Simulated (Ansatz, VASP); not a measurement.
**One calculation of InP, two programs**

```xyz
2
Lattice="0.0000 2.8550 2.8550 2.8550 0.0000 2.8550 2.8550 2.8550 0.0000" Properties=species:S:1:pos:R:3 pbc="T T T"
In    0.0000    0.0000    0.0000
P     2.8550    2.8550    2.8550
```

Measurements of this composition are mostly on another form, of space group No. 216.

Alike in both runs: task single point; functional PBEsol; k mesh 11 × 11 × 11; occupations fermi-dirac, width 0.03 eV; no spin polarisation.

|  | VASP | Ansatz |
| --- | --- | --- |
| version | VASP 6.6.1 | Ansatz 0.2.0 |
| potentials or method | VASP PAW PBE potentials, release 64 (In_d, P), cutoff 520 eV | all-electron LAPW, scalar-relativistic |

```tsv
	VASP	Ansatz	Ansatz less VASP
pressure (GPa)	-8.2	-8.2	0.00
```

Ansatz ran all-electron here, so the differences hold the error of VASP's frozen core and of both bases.

Caveats: the PAW data sets were made with another functional, which shifts forces and pressure a little (VASP).
